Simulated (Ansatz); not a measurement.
Structure types of Te were relaxed at one common pressure (all-electron LAPW in Ansatz 0.2.0 under PBE, scalar-relativistic, no spin polarisation, zero temperature). They take these volumes:

| type | space group | V (Å³/atom) |
| --- | --- | --- |
| bcc | Im-3m | 17.36 |
| hcp | P6_3/mmc | 17.25 |
| simple hexagonal | P6/mmm | 18.40 |
| omega | P6/mmm | 17.52 |
| fcc | Fm-3m | 17.16 |

Task: At about which pressure, and is the densest type also the lowest in enthalpy?

Result: 87 GPa. The densest is fcc, and it is also the lowest in enthalpy among these.
